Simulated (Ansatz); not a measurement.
# Ga2O3: the cost of one run

Program: Ansatz 0.2.0. Level of theory: DFT PBE, scalar-relativistic, plane waves, PAW. These are calculated values, not measurements.

3 further runs of the same task are left out: 3 set aside as unsound or not needed.

### Step 1. The system as given

The cell holds 40 atoms (CdGa15O24): a = 7.639 Å, b = 7.757 Å, c = 8.519 Å, α = 72.52°, β = 75.43°, γ = 67.19°.

The coordinates of this cell stand in the input of its own run.

The host was relaxed before at PBE: a = 12.454 Å, b = 3.083 Å, c = 5.878 Å, α = 90.00°, β = 103.70°, γ = 90.00° (conventional cell), 10.964 Å³/atom.

Places, in fractions of the supercell: Cd in place of Ga at (0.651, 0.666, 0.663). The start keeps the symmetry of the ideal site.

### Step 2. Band edges of the host over the zone

Input file input.yaml:

```yaml
crystal:
  lattice:
    - [6.2270640114, -1.5416333702, 0.0062293263]
    - [6.2270640114, 1.5416333702, 0.0062293263]
    - [-1.3979711485, 0.0, 5.7089228515]
  atoms:
    - { symbol: Ga, position: [0.3414968573, 0.3414968573, 0.6858235543] }
    - { symbol: Ga, position: [0.6585031427, 0.6585031427, 0.3141764457] }
    - { symbol: Ga, position: [0.9100739588, 0.9100739588, 0.205272259] }
    - { symbol: Ga, position: [0.0899260412, 0.0899260412, 0.794727741] }
    - { symbol: O, position: [0.5039749256, 0.5039749256, 0.743311173] }
    - { symbol: O, position: [0.4960250744, 0.4960250744, 0.256688827] }
    - { symbol: O, position: [0.8263039782, 0.8263039782, 0.4356635088] }
    - { symbol: O, position: [0.1736960218, 0.1736960218, 0.5643364912] }
    - { symbol: O, position: [0.1635085074, 0.1635085074, 0.1092008536] }
    - { symbol: O, position: [0.8364914926, 0.8364914926, 0.8907991464] }
basis:
  ecutwfc: 420
  xc_grid: 2
kpoints:
  mp_grid: { grid: [8, 8, 4] }
  band_path: { path: [VBM, CBM], npoints: 2 }
hamiltonian:
  xc: pbe
scf:
  occupations: { method: gaussian, width: 0.02 }
output:
  forces: true
  stress: true
  eigenvalues: true
```

On the command line:

```console
$ ansatz run input.yaml --threads 8 --pin off --max-ram 16384MiB --backend cpu --events-out ev --progress --plain --runs-dir out
```

**Question.** How long does this run take on 8 threads of Arm Neoverse V2, shared host, and how much memory does it need?

About 11 s, with a peak of 0.78 GiB.
